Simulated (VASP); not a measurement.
The system is HgTe (Coloradoite).

```xyz
2
Lattice="0.0000 3.2145 3.2145 3.2145 0.0000 3.2145 3.2145 3.2145 0.0000" Properties=species:S:1:pos:R:3 pbc="T T T"
Hg    0.0000    0.0000    0.0000
Te    4.8217    4.8217    4.8217
```

* Program: VASP 6.6.1
* Task: relaxation of cell and atoms
* Functional: vdW-DF-cx
* Potentials or basis: VASP PAW PBE potentials, release 64 (Hg, Te)
* Cutoff: 600 eV
* k mesh: 7 × 7 × 7
* Occupations: fermi-dirac, width 0.05 eV
* Spin: no spin polarisation

At the start: pressure 2.5 GPa; volume 33.22 Å³/atom.

How do energy, volume and symmetry change on relaxing?

Over 3 steps the energy falls by 13.8 meV/atom and the volume is 35.06 Å³/atom (+5.6 %); space group F-43m (No. 216, to 0.05 Å).

The path:
| step | energy change (eV) | largest force (eV/Å) | pressure (GPa) | volume (Å³) |
| --- | --- | --- | --- | --- |
| 1 | 0.0000 | 0.0000 | 2.52 | 66.43 |
| 2 | -0.0239 | 0.0000 | -0.79 | 71.58 |
| 3 | -0.0275 | 0.0000 | 0.00 | 70.12 |

Final structure:
```
Hg Te
1.0
     0.00000    3.27300    3.27300
     3.27300    0.00000    3.27300
     3.27300    3.27300    0.00000
Hg Te
1 1
Direct
  0.00000 0.00000 0.00000
  0.75000 0.75000 0.75000
```

Caveat: the PAW data sets were made with another functional, which shifts forces and pressure a little.
